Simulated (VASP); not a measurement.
# AgCl (Chlorargyrite) (Fm-3m) in VASP: a series of runs

The runs below take AgCl (Chlorargyrite) through relaxation of cell and atoms, with PBE.

Program: VASP 6.6.1. These are calculated values, not measurements. Logs are shortened: lines on timing, memory, paths and dates and some standing lists are left out, and cuts for length are marked.

### 1 The crystal as given

It takes space group Fm-3m (No. 225, cubic). The conventional cell has a = 5.470 Å, b = 5.470 Å, c = 5.470 Å, α = 90.00°, β = 90.00°, γ = 90.00°. Around Ag (site symmetry m-3m) lie 6 Cl at 2.73 Å. Cl (site symmetry m-3m) is surrounded by 6 Ag at 2.73 Å.

### 2 Relaxation of cell and atoms, PBE

INCAR

```
SYSTEM = AgCl
PREC = Accurate
ENCUT = 600
EDIFF = 1E-6
ISMEAR = 0
SIGMA = 0.03
LREAL = .False.
LASPH = .True.
NELM = 80
ALGO = Normal
ISIF = 3
LWAVE = .False.
LCHARG = .False.
GGA = PE
IBRION = 2
NSW = 90
EDIFFG = -0.01
```

KPOINTS

```
regular mesh
0
Gamma
  8 8 8
  0 0 0
```

POSCAR

```
AgCl
1.0
    0.0000000000      2.7350000000      2.7350000000
    2.7350000000      0.0000000000      2.7350000000
    2.7350000000      2.7350000000      0.0000000000
Ag Cl
1 1
Direct
    0.0000000000      0.0000000000      0.0000000000
    0.5000000000      0.5000000000      0.5000000000
```

Potentials or basis: VASP PAW PBE potentials, release 64 (Ag, Cl).

Launch:

```bash
$ cat potpaw_PBE.64/Ag/POTCAR potpaw_PBE.64/Cl/POTCAR > POTCAR
$ mpirun -np 1 vasp_std > vasp.out
```

OUTCAR:

```text
SYSTEM = AgCl
   PREC = Accurate
   ENCUT = 600
   EDIFF = 1E-6
   ISMEAR = 0
   LREAL = .False.
   LASPH = .True.
   NELM = 80
   ISIF = 3
   GGA = PE
   IBRION = 2
   NSW = 90
   EDIFFG = -0.01

 ion  position               nearest neighbor table
   1  0.000  0.000  0.000-   2 2.73   2 2.73   2 2.73   2 2.73   2 2.73   2 2.73
   2  0.500  0.500  0.500-   1 2.73   1 2.73   1 2.73   1 2.73   1 2.73   1 2.73

  LATTYP: Found a face centered cubic cell.
 ALAT       =     5.4700000000

  Lattice vectors:

 A1 = (   0.0000000000,   2.7350000000,   2.7350000000)
 A2 = (   2.7350000000,   0.0000000000,   2.7350000000)
 A3 = (   2.7350000000,   2.7350000000,   0.0000000000)

Analysis of symmetry for initial positions (statically):
=====================================================================
 Subroutine PRICEL returns:
 Original cell was already a primitive cell.

 Routine SETGRP: Setting up the symmetry group for a
 face centered cubic supercell.

 Subroutine GETGRP returns: Found 48 space group operations
 (whereof 48 operations were pure point group operations)
 out of a pool of 48 trial point group operations.

The static configuration has the point symmetry O_h .

Analysis of symmetry for dynamics (positions and initial velocities):
=====================================================================
 Subroutine PRICEL returns:
 Original cell was already a primitive cell.

 Routine SETGRP: Setting up the symmetry group for a
 face centered cubic supercell.

 Subroutine GETGRP returns: Found 48 space group operations
 (whereof 48 operations were pure point group operations)
 out of a pool of 48 trial point group operations.

The dynamic configuration has the point symmetry O_h .

 Subroutine INISYM returns: Found 48 space group operations
 (whereof 48 operations are pure point group operations),
 and found     1 'primitive' translations

----------------------------------------------------------------------------------------

                                     Primitive cell

  volume of cell :      40.9168

  direct lattice vectors                    reciprocal lattice vectors
     0.000000000  2.735000000  2.735000000    -0.182815356  0.182815356  0.182815356
     2.735000000  0.000000000  2.735000000     0.182815356 -0.182815356  0.182815356
     2.735000000  2.735000000  0.000000000     0.182815356  0.182815356 -0.182815356

  length of vectors
     3.867874093  3.867874093  3.867874093     0.316645486  0.316645486  0.316645486

  position of ions in fractional coordinates (direct lattice)
     0.000000000  0.000000000  0.000000000
     0.500000000  0.500000000  0.500000000

  ion indices of the primitive-cell ions
   primitive index   ion index
                 1           1
                 2           2

----------------------------------------------------------------------------------------

 KPOINTS: regular mesh

Automatic generation of k-mesh.
 Grid dimensions read from file:
 generate k-points for:    8    8    8

 Generating k-lattice:

  Cartesian coordinates                     Fractional coordinates (reciprocal lattice)
    -0.022851920  0.022851920  0.022851920     0.125000000  0.000000000  0.000000000
     0.022851920 -0.022851920  0.022851920     0.000000000  0.125000000  0.000000000
     0.022851920  0.022851920 -0.022851920     0.000000000  0.000000000  0.125000000

  Length of vectors
     0.039580686  0.039580686  0.039580686

  Shift w.r.t. Gamma in fractional coordinates (k-lattice)
     0.000000000  0.000000000  0.000000000

 Subroutine IBZKPT returns following result:
 ===========================================

 Found     29 irreducible k-points:

 Following reciprocal coordinates:
            Coordinates               Weight
  0.000000  0.000000  0.000000      1.000000
  0.125000  0.000000  0.000000      8.000000
  0.250000  0.000000  0.000000      8.000000
  0.375000  0.000000  0.000000      8.000000
  0.500000  0.000000  0.000000      4.000000
  0.125000  0.125000  0.000000      6.000000
[... 16 lines left out ...]
  0.500000  0.250000  0.125000     48.000000
 -0.375000  0.250000  0.125000     24.000000
 [... further k-points ...]
   k-points           NKPTS =     29   k-points in BZ     NKDIM =     29   number of bands    NBANDS=     13
   number of dos      NEDOS =    301   number of ions     NIONS =      2
   total plane-waves  NPLWV =  32768
   dimension x,y,z NGX =    32 NGY =   32 NGZ =   32
   dimension x,y,z NGXF=    64 NGYF=   64 NGZF=   64
   ions per type =               1   1
   NGX,Y,Z   is equivalent  to a cutoff of  13.75, 13.75, 13.75 a.u.
   NGXF,Y,Z  is equivalent  to a cutoff of  27.51, 27.51, 27.51 a.u.
 SYSTEM =  AgCl
   PREC   = accura    normal or accurate (medium, high low for compatibility)
   ISTART =      0    job   : 0-new  1-cont  2-samecut
   ICHARG =      2    charge: 1-file 2-atom 10-const
   ISPIN  =      1    spin polarized calculation?
   LNONCOLLINEAR =      F non collinear calculations
   LSORBIT =      F    spin-orbit coupling
   LASPH  =      T    aspherical Exc in radial PAW
   ENCUT  =  600.0 eV  44.10 Ry    6.64 a.u.   7.73  7.73  7.73*2*pi/ulx,y,z
   NELM   =     80;   NELMIN=  2; NELMDL= -5     # of ELM steps
   EDIFF  = 0.1E-05   stopping-criterion for ELM
   LREAL  =      F    real-space projection
   EDIFFG = -.1E-01   stopping-criterion for IOM
   NSW    =     90    number of steps for IOM
   IBRION =      2    ionic relax: 0-MD 1-quasi-New 2-CG
   NFREE  =      1    steps in history (QN), initial steepest desc. (CG)
   ISIF   =      3    stress and relaxation
   ISYM   =      2    0-nonsym 1-usesym 2-fastsym
   POTIM  = 0.5000    time-step for ionic-motion
   TEBEG  =    0.0;   TEEND  =   0.0 temperature during run
   PSTRESS=    0.0 pullay stress
   NELECT =      18.0000    total number of electrons
   NUPDOWN=      -1.0000    fix difference up-down
   EMIN   =  10.00;   EMAX   =-10.00  energy-range for DOS
   EFERMI =   0.00;   METHOD = LEGACY
   ISMEAR =     0;   SIGMA  =   0.03  broadening in eV -4-tet -1-fermi 0-gaus
   EFERMI_NEDOS =   21; number of points for ismear=-14 and -15
   IALGO  =     38    algorithm
   IMIX   =      4    mixing-type and parameters
     AMIX     =   0.40;   BMIX     =  1.00
     AMIX_MAG =   1.60;   BMIX_MAG =  1.00
  volume/ion in A,a.u.               =      20.46       138.06
  Fermi-wavevector in a.u.,A,eV,Ry     =   1.245083  2.352866 21.092186  1.550232
  Thomas-Fermi vector in A             =   2.379321
   LORBIT       =      0    0 simple, 1 ext, 2 COOP (PROOUT), +10 PAW based schemes
   GGA     = PE    functional components
   LHFCALC =     F    Hartree Fock is set to
   AEXX    =    0.0000 exact exchange contribution
   IVDW    =     0    specifies the selected vdW correction
   LEPSILON=     F    determine dielectric tensor
   LRPA    =     F    only Hartree local field effects (RPA)
 conjugate gradient relaxation of ions
 non-spin polarized calculation
 Gauss-broadening in eV      SIGMA  =   0.03
  energy-cutoff  :      600.00
  volume of cell :       40.92
 maximum number of plane-waves:      1384
   NGX = 15   NGY = 15   NGZ = 15

--------------------------------------- Ionic step        1  -------------------------------------------

 number of electron      17.9999998 magnetization

 Free energy of the ion-electron system (eV)
  ---------------------------------------------------
  ext. energy  EPLUGINS =         0.00000000
  ---------------------------------------------------
  free energy    TOTEN  =        -5.36562089 eV

  energy without entropy =       -5.36562089  energy(sigma->0) =       -5.36562089

 E-fermi :   4.5079     XC(G=0): -10.1850

 val. band max:        4.3564977380   @ k =   0.5000   0.0000   0.0000
 cond. band min:       5.2593711641   @ k =   0.0000   0.0000   0.0000
 fundamental gap:      0.9028734260
 Fermi energy:         4.5078588810

 k-point     1 :       0.0000    0.0000    0.0000
  band No.  band energies     occupation
      1     -11.0783      2.00000
      2       1.7419      2.00000
      3       1.7419      2.00000
      4       1.7419      2.00000
      5       1.7854      2.00000
      6       1.7854      2.00000
      7       1.8590      2.00000
      8       1.8590      2.00000
      9       1.8590      2.00000
     10       5.2594      0.00000
     11      15.1926      0.00000
     12      15.1926      0.00000
     13      15.1926      0.00000

 k-point     2 :       0.1250    0.0000    0.0000
  band No.  band energies     occupation
      1     -11.0112      2.00000
      2       0.9819      2.00000
      3       1.0461      2.00000
      4       1.0461      2.00000
      5       1.8020      2.00000
      6       1.8020      2.00000
      7       2.0517      2.00000
      8       2.6740      2.00000
      9       2.6740      2.00000
     10       5.9952      0.00000
     11      13.8130      0.00000
[... 412 lines left out ...]
 POSITION                                       TOTAL-FORCE (eV/Angst)
 -----------------------------------------------------------------------------------
      2.79921      2.79921      5.59843         0.000000      0.000000      0.000000
      2.79921      2.79921      2.79921        -0.000000     -0.000000     -0.000000
 -----------------------------------------------------------------------------------
    total drift:                               -0.000000     -0.000000     -0.000000

  FREE ENERGIE OF THE ION-ELECTRON SYSTEM (eV)
  ---------------------------------------------------
  free  energy   TOTEN  =        -5.4000254202 eV

  energy  without entropy=       -5.4000254202  energy(sigma->0) =       -5.40002542

--------------------------------------- Ionic step        3  -------------------------------------------

 number of electron      18.0000003 magnetization

 Free energy of the ion-electron system (eV)
  ---------------------------------------------------
  ext. energy  EPLUGINS =         0.00000000
  ---------------------------------------------------
  free energy    TOTEN  =        -5.40012962 eV

  energy without entropy =       -5.40012962  energy(sigma->0) =       -5.40012962

 E-fermi :   3.5598     XC(G=0):  -9.7962

 val. band max:        3.4134878322   @ k =   0.5000   0.0000   0.0000
 cond. band min:       4.3331098760   @ k =   0.0000   0.0000   0.0000
 fundamental gap:      0.9196220438
 Fermi energy:         3.5598143548

 k-point     1 :       0.0000    0.0000    0.0000
  band No.  band energies     occupation
      1     -11.5214      2.00000
      2       1.0999      2.00000
      3       1.0999      2.00000
      4       1.0999      2.00000
      5       1.1393      2.00000
      6       1.1393      2.00000
      7       1.2237      2.00000
      8       1.2237      2.00000
      9       1.2237      2.00000
     10       4.3331      0.00000
     11      14.2818      0.00000
     12      14.2818      0.00000
     13      14.2818      0.00000

 k-point     2 :       0.1250    0.0000    0.0000
  band No.  band energies     occupation
      1     -11.4667      2.00000
      2       0.4314      2.00000
      3       0.4844      2.00000
      4       0.4844      2.00000
      5       1.1502      2.00000
      6       1.1502      2.00000
      7       1.3708      2.00000
      8       1.9411      2.00000
      9       1.9411      2.00000
     10       5.0251      0.00000
     11      12.9183      0.00000
[... 376 lines left out ...]
 POSITION                                       TOTAL-FORCE (eV/Angst)
 -----------------------------------------------------------------------------------
      0.00000      0.00000     -0.00000        -0.000000     -0.000000     -0.000000
      2.80322      2.80322      2.80322         0.000000      0.000000      0.000000
 -----------------------------------------------------------------------------------
    total drift:                                0.000000     -0.000000     -0.000000

  FREE ENERGIE OF THE ION-ELECTRON SYSTEM (eV)
  ---------------------------------------------------
  free  energy   TOTEN  =        -5.4001296199 eV

  energy  without entropy=       -5.4001296199  energy(sigma->0) =       -5.40012962

 reached required accuracy - stopping structural energy minimisation
```

Wall time 14 s (1 thread of Intel Xeon 6975P-C (Granite Rapids), shared host); peak memory 0.19 GiB.

What came out:

| Property | Result |
| --- | --- |
| Free energy | -5.4001 eV |
| Relaxed volume | 22.03 Å³/atom |
| Relaxed cell | a = 3.964 Å, b = 3.964 Å, c = 3.964 Å, α = 60.00°, β = 60.00°, γ = 60.00° |
| Space group after relaxing (to 0.05 Å) | Fm-3m (No. 225) |
| Energy gained by relaxing | 17.3 meV/atom |
| Ionic steps | 3 |
| Pressure after relaxing | 0.0 GPa |
| Band gap on the k mesh | 0.92 eV, indirect (least direct gap 3.08 eV) |

Step by step:
| step | energy change (eV) | largest force (eV/Å) | pressure (GPa) | volume (Å³) |
| --- | --- | --- | --- | --- |
| 1 | 0.0000 | 0.0000 | 3.81 | 40.92 |
| 2 | -0.0344 | 0.0000 | 0.18 | 43.87 |
| 3 | -0.0345 | 0.0000 | -0.01 | 44.06 |

Final structure:
```
Ag Cl
1.0
     0.00000    2.80322    2.80322
     2.80322    0.00000    2.80322
     2.80322    2.80322    0.00000
Ag Cl
1 1
Direct
  0.00000 0.00000 0.00000
  0.50000 0.50000 0.50000
```

A k mesh can miss the band edges. Zero-point motion and thermal expansion aren't in these numbers.

### 3 Relaxation of cell and atoms, PBE

This run uses another cell than the first one, of 22.03 Å³/atom, 1.077 times its volume.

Changes to INCAR since step 2:

```diff
@@ -3,3 +3,3 @@
 ENCUT = 600
-EDIFF = 1E-6
+EDIFF = 1E-7
 ISMEAR = 0
@@ -16,2 +16,2 @@
 NSW = 90
-EDIFFG = -0.01
+EDIFFG = -0.005
```

KPOINTS is that of step 2.

POSCAR

```
AgCl                                    
1.0
   -0.0000000000      2.8032189112      2.8032189112
    2.8032189112      0.0000000000      2.8032189112
    2.8032189112      2.8032189112     -0.0000000000
  Ag              Cl            
     1     1
Direct
     0.0000000000000000    0.0000000000000000    0.0000000000000000
     0.5000000000000000    0.5000000000000000    0.5000000000000000
```

Potentials or basis: VASP PAW PBE potentials, release 64 (Ag, Cl).

Launch:

```bash
$ cat potpaw_PBE.64/Ag/POTCAR potpaw_PBE.64/Cl/POTCAR > POTCAR
$ mpirun -np 1 vasp_std > vasp.out
```

Wall time 7 s (1 thread of Intel Xeon 6975P-C (Granite Rapids), shared host); peak memory 0.18 GiB.

Results (log left out):

| Quantity | Value |
| --- | --- |
| Free energy | -5.4012 eV |
| Pressure after relaxing | 0.0 GPa |
| Band gap on the k mesh | 0.92 eV, indirect (least direct gap 3.08 eV) |

Final structure:
```
Ag Cl
1.0
     0.00000    2.80322    2.80322
     2.80322    0.00000    2.80322
     2.80322    2.80322    0.00000
Ag Cl
1 1
Cartesian
  0.0000 0.0000 0.0000
  2.8032 2.8032 2.8032
```

Levels at points of the mesh, in eV from the valence-band top:
| k point | band 7 | band 8 | band 9 | band 10 | band 11 | band 12 |
| --- | --- | --- | --- | --- | --- | --- |
| (0.00, 0.00, 0.00) | -2.19 | -2.19 | -2.19 | 0.92 | 10.87 | 10.87 |
| (0.50, 0.00, 0.00) | -1.68 | 0.00 | 0.00 | 4.33 | 6.36 | 7.73 |
| (0.50, 0.50, 0.00) | -1.87 | -1.87 | -1.80 | 2.43 | 8.07 | 8.53 |

Caveat: the relaxation stopped at its first step, so nothing moved. A k mesh can miss the band edges.
